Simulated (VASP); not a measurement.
## SrTiO3 (Tausonite): relaxation of the atoms with PBE

The system is SrTiO3 (Tausonite).

```
Sr Ti O
1.0
     3.93215    0.00000    0.00000
     0.00000    3.93215    0.00000
     0.00000    0.00000    3.93215
Sr Ti O
1 1 3
Direct
  0.50000 0.50000 0.50000
  0.00000 0.00000 0.00000
  0.50000 0.00000 0.00000
  0.00000 0.50000 0.00000
  0.00000 0.00000 0.50000
```

```
Program                : VASP 6.6.1
Task                   : relaxation of the atoms
Functional             : PBE
Potentials or basis    : VASP PAW PBE potentials, release 64 (Sr_sv, Ti_sv, O_s)
Cutoff                 : 300 eV
k mesh                 : 4 × 4 × 4
Occupations            : gaussian, width 0.03 eV
Spin                   : no spin polarisation
Further INCAR settings : ALGO = Normal; EDIFF = 1e-07; IBRION = 2; EDIFFG = -0.01; NSW = 40
```

```
Band gap on the k mesh : 1.80 eV, indirect (least direct gap 2.17 eV)
```

Final structure:
```xyz
5
Lattice="3.9321 0.0000 0.0000 0.0000 3.9321 0.0000 0.0000 0.0000 3.9321" Properties=species:S:1:pos:R:3 pbc="T T T"
Sr    1.9661    1.9661    1.9661
Ti    0.0000    0.0000    0.0000
O     1.9661    0.0000    0.0000
O     0.0000    1.9661    0.0000
O     0.0000    0.0000    1.9661
```

Levels at points of the mesh, in eV from the valence-band top:
```csv
k point,band 17,band 18,band 19,band 20,band 21,band 22,band 23,band 24
"(0.00, 0.00, 0.00)",-1.14,-0.38,-0.38,-0.38,1.80,1.80,1.80,4.14
"(0.50, 0.00, 0.00)",-2.31,-1.92,-0.74,-0.74,1.96,3.65,3.65,4.15
"(0.50, 0.50, 0.00)",-1.75,-1.55,-1.55,-0.09,3.66,3.66,4.10,5.10
"(0.50, 0.50, 0.50)",-3.68,0.00,0.00,0.00,4.31,4.31,4.31,6.86
```

Wall time 8 s on 1 thread of Intel(R) Xeon(R) Platinum 8488C (Sapphire Rapids), with other jobs on the host, peak memory 0.13 GiB.

Caveat: the relaxation stopped at its first step, so nothing moved. A k mesh can miss the band edges.
